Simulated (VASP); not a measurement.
A run of VASP 6.6.1:

The input INCAR:

```
SYSTEM = AlN
ALGO = Normal ; EDIFF = 1E-6
ENCUT = 520 ; GGA = PS
ISIF = 2 ; ISMEAR = 0
LASPH = .True. ; LCHARG = .True.
LELF = .True. ; LREAL = .False.
LVHAR = .True. ; LWAVE = .False.
NBANDS = 16 ; NELM = 60
PREC = Accurate ; SIGMA = 0.01
```

KPOINTS

```
k-points
0
Gamma
  9 9 7
  0 0 0
```

The input POSCAR:

```
AlN
1.0
    1.8310255270     -2.1056793561      0.0000000000
    1.8310255270      2.1056793561      0.0000000000
    0.0000000000      0.0000000000      4.3944612648
Al N
2 2
Direct
    0.0194158951     -0.0194158951      0.0197831440
    0.5200376568      0.4799623432      0.5197831440
    0.0195775280     -0.0195775280      0.4722168560
    0.5198760239      0.4801239761      0.9722168560
```

Potentials or basis: VASP PAW PBE potentials, release 64 (Al, N).

Launch:

```bash
$ cat potpaw_PBE.64/Al/POTCAR potpaw_PBE.64/N/POTCAR > POTCAR
$ mpirun -np 1 vasp_std > vasp.out
```

Hardware: 1 thread of Intel(R) Xeon(R) Platinum 8559C (Emerald Rapids), with other jobs on the host.

How long does it take, and how much memory?

Run time: 18 s on 1 thread of Intel(R) Xeon(R) Platinum 8559C (Emerald Rapids) (shared host), peak memory 0.17 GiB. Counts: scf iterations 12, k points 100.
